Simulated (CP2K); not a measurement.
Runs of CP2K 2026.2 on MoS2. The cell holds a slab with vacuum, 3 atoms: a = 3.184 Å, b = 3.184 Å, c = 17.335 Å, α = 90.00°, β = 90.00°, γ = 120.00°. 

```csv
task,level,potentials or basis,smearing,EPS_DEFAULT,NGRIDS,points a segment of the path (NPOINTS),bands added on the path,CUTOFF of the grids,gap on the mesh (eV),largest force (eV/Å)
band structure,PBEsol,"POTENTIAL_UZH Mo GTH-PBE-q14, S GTH-PBE-q6; TZVP-MOLOPT-PBE-GTH basis",fermi-dirac 0.01 eV,1.0E-10,4,6,4,450 Ry,1.73,0.14
band structure,r2SCAN,"POTENTIAL_UZH Mo GTH-SCAN-q14, S GTH-SCAN-q6; TZVP-MOLOPT-SCAN-GTH basis",fermi-dirac 0.1 eV,1.0E-9,4,8,6,675 Ry,(b),0.21
single point,PBEsol,"POTENTIAL_UZH Mo GTH-PBE-q14, S GTH-PBE-q6; TZVP-MOLOPT-PBE-GTH basis",fermi-dirac 0.05 eV,1.0E-10,5,-,-,450 Ry,1.73,0.14
band structure,LDA,"GTH_POTENTIALS Mo GTH-PADE-q14, S GTH-PADE-q6; TZVP-MOLOPT-PBE-GTH basis",fermi-dirac 0.0259 eV,1.0E-9,4,8,4,450 Ry,1.72,0.07
band structure,TB-mBJ,"POTENTIAL_UZH Mo GTH-PBE-q14, S GTH-PBE-q6; TZVP-MOLOPT-PBE-GTH basis",fermi-dirac 0.05 eV,1.0E-10,5,8,6,675 Ry,(a),-
```

Alike in all rows: no spin polarisation; cell as given; k mesh 10 × 10 × 2.

Question: Fill in the values left out.

Answer: (a) 1.76; (b) 1.79.

Caveats: the basis of atomic orbitals isn't converged, which shifts pressures, moduli and gaps; the potentials were made for another functional, which shifts forces and pressure (some runs); meta-GGAs are noisy in the vacuum on a uniform grid, which can shift empty levels and the work function (some runs); this is a model potential without an energy functional, so only levels have meaning (some runs).

A k mesh can miss the band edges, and the runs leave out spin-orbit coupling on Mo.
